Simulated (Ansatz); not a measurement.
NbP:

```xyz
4
Lattice="-1.6749 1.6749 5.7401 1.6749 -1.6749 5.7401 1.6749 1.6749 -5.7401" Properties=species:S:1:pos:R:3 pbc="T T T"
Nb    1.6749    0.0000    2.8687
Nb    0.0000    0.0000    5.7387
P     0.0000    1.6749    3.8200
P     0.0000    0.0000    0.9500
```

The cell is a database's computed one.

Base run:

* Program: Ansatz 0.2.0
* Functional: LDA
* Potentials or basis: Ansatz PAW
* Cutoff: 420 eV (not typed: the program's choice for these potentials)
* k mesh: 11 × 11 × 11
* Occupations: fermi-dirac, width 0.05 eV
* Spin: no spin polarisation

Its results: band gap on the k mesh none (metal or under the smearing width); pressure -9.4 GPa; largest force 0.015 eV/Å.

**Question.** The run is repeated on the same cell with these changes: hubbard terms from none to Nb d U = 3 eV; hubbard projectors from none to ortho-atomic (the default). What comes out?

**Answer.** Band gap on the k mesh none (metal or under the smearing width); pressure -8.2 GPa; largest force 0.009 eV/Å.

Caveats: the PAW data sets come from PBE, with cores solved anew for the run's functional, which leaves a small shift of forces and pressure; U without spin polarisation on a metal has little footing (some runs); the U is typed as a test and isn't derived for this compound (some runs).
